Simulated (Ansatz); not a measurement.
NiO2:

```
Ni O
1.0
     1.40213    0.80952    6.97429
    -1.40213    0.80952    6.97429
     0.00000   -1.61904    6.97429
Ni O
1 2
Direct
  0.00000 0.00000 0.00000
  0.37879 0.37879 0.37879
  0.62121 0.62121 0.62121
```

The cell comes from a database or a generator and needn't be the stable form of this composition.

```yaml
Program: Ansatz 0.2.0
Task: relaxation of cell and atoms
Functional: BLYP
Dispersion: D3(BJ)
Potentials_or_basis: Ansatz PAW
Cutoff: "420 eV (not typed: the program's choice for these potentials)"
k_mesh: 11 × 11 × 11
Occupations: fermi-dirac, width 0.05 eV
Spin: collinear spin, ferromagnetic start
Starting_moments: "[1.0, 0.0, 0.0] μB"
```

At the start: volume 15.83 Å³/atom.

How do energy, volume and symmetry change on relaxing?

It ends after 17 steps and the volume is 10.72 Å³/atom (-32.3 %); space group R-3m (No. 166, to 0.05 Å); moment 0.00 μB per cell.

Step by step:
```tsv
step	energy change (eV)	largest force (eV/Å)	volume (Å³)
1	0.0000	0.2531	47.50
2	-0.0108	0.1757	47.42
3	-0.0214	0.0286	46.67
4	-0.0272	0.0087	45.82
5	-0.0432	0.0172	43.47
6	-0.0627	0.1136	41.05
7	-0.0872	0.2324	38.58
8	-0.1161	0.3701	36.13
9	-0.1544	0.2244	33.34
10	-0.1649	0.0100	33.32
11	-0.1693	0.0030	32.82
12	-0.1567	0.0064	32.82
13	-0.1624	0.0066	32.21
14	-0.1620	0.0001	32.27
15	-0.1590	0.0004	32.27
16	-0.1598	0.0018	32.17
17	-0.1590	0.0018	32.17
```

Final structure:
```yaml
crystal:
  lattice:
    - [1.41829, 0.81885, 4.61624]
    - [-1.41829, 0.81885, 4.61624]
    - [0.00000, -1.63770, 4.61624]
  atoms:
    - { symbol: Ni, position: [0.00000, 0.00000, 0.00000] }
    - { symbol: O, position: [0.40171, 0.40171, 0.40171] }
    - { symbol: O, position: [0.59829, 0.59829, 0.59829] }
```

Caveat: the volume moved by over 15 % at a fixed basis, so the end points are rough; the plane-wave basis is chosen anew once the cell has moved, so the energies of steps on either side of that aren't comparable; the pressure holds a Pulay correction of +1.1 GPa for the finite cutoff; the PAW data sets come from PBE, with cores solved anew for the run's functional, which leaves a small shift of forces and pressure; the starting moments weren't kept.
